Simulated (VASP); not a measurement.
# Re: optical spectrum with PBE

Crystal: Re.

```
Re
1.0
     2.77287    0.00000    0.00000
    -1.38643    2.40137    0.00000
     0.00000    0.00000    4.48446
Re
2
Direct
  0.33333 0.66667 0.25000
  0.66667 0.33333 0.75000
```

The cell was built by a generator and needn't be a form met in nature.

```json
{
 "Program": "VASP 6.6.1",
 "Task": "optical spectrum",
 "Functional": "PBE",
 "Potentials or basis": "VASP PAW PBE potentials, release 64 (Re)",
 "Cutoff": "520 eV",
 "k mesh": "18 × 18 × 12",
 "Occupations": "methfessel-paxton, width 0.1 eV",
 "Spin": "non-collinear spin, zero start, spin-orbit coupling",
 "Starting moments": "[[0.0, 0.0, 0.0], [0.0, 0.0, 0.0]] μB",
 "Further INCAR settings": "ALGO = Normal; EDIFF = 1e-07"
}
```

| Property | Result |
| --- | --- |
| Pressure | 0.7 GPa |
| Net moment | 0.00 μB per cell |
| Valence electrons inside the program's atomic spheres | Re 6.08 |

Stress tensor (GPa, compression positive):
```
 0.99  0.00  0.00
 0.00  0.99  0.00
 0.00  0.00 -0.03
```

Dielectric function (mean over the directions given):
| energy (eV) | real part | imaginary part |
| --- | --- | --- |
| 0.27 | 121.93 | 184.50 |
| 0.73 | -0.41 | 65.28 |
| 1.27 | 7.77 | 29.36 |
| 1.73 | 10.28 | 26.59 |
| 2.27 | 11.05 | 27.09 |
| 2.73 | 6.46 | 26.11 |
| 3.28 | 0.05 | 23.11 |
| 3.73 | 1.55 | 20.72 |
| 4.28 | -1.99 | 23.37 |
| 4.73 | -10.03 | 20.24 |
| 5.28 | -9.11 | 15.08 |
| 5.73 | -10.92 | 11.32 |
| 6.28 | -9.40 | 7.96 |
| 6.82 | -8.61 | 5.60 |
| 7.28 | -7.96 | 4.03 |
| 7.83 | -6.12 | 2.35 |
| 8.28 | -5.07 | 1.97 |
| 8.83 | -4.36 | 2.02 |
| 9.28 | -4.12 | 1.64 |
| 9.83 | -3.44 | 1.08 |
| 10.28 | -3.06 | 1.05 |
| 10.83 | -2.83 | 0.95 |
| 11.28 | -2.67 | 0.60 |
| 11.83 | -2.23 | 0.27 |
| 12.28 | -1.92 | 0.15 |
| 12.83 | -1.56 | 0.08 |
| 13.38 | -1.27 | 0.05 |
| 13.83 | -1.08 | 0.04 |
| 14.38 | -0.89 | 0.03 |
| 14.83 | -0.75 | 0.03 |
| 15.38 | -0.60 | 0.02 |
| 15.83 | -0.50 | 0.02 |
| 16.38 | -0.39 | 0.02 |
| 16.83 | -0.30 | 0.02 |
| 17.38 | -0.21 | 0.02 |
| 17.84 | -0.14 | 0.01 |
| 18.38 | -0.07 | 0.01 |
| 18.84 | -0.01 | 0.01 |
| 19.38 | 0.05 | 0.01 |
| 19.93 | 0.10 | 0.01 |

Moments on the atoms (μB; x, y, z):
```
Re  0.00 0.00 0.00
Re  0.00 0.00 0.00
```

It took 14 min on 1 thread of Intel(R) Xeon(R) Platinum 8488C (Sapphire Rapids) (shared host), peak memory 0.71 GiB.

Caveat: independent-particle spectra lack excitons.
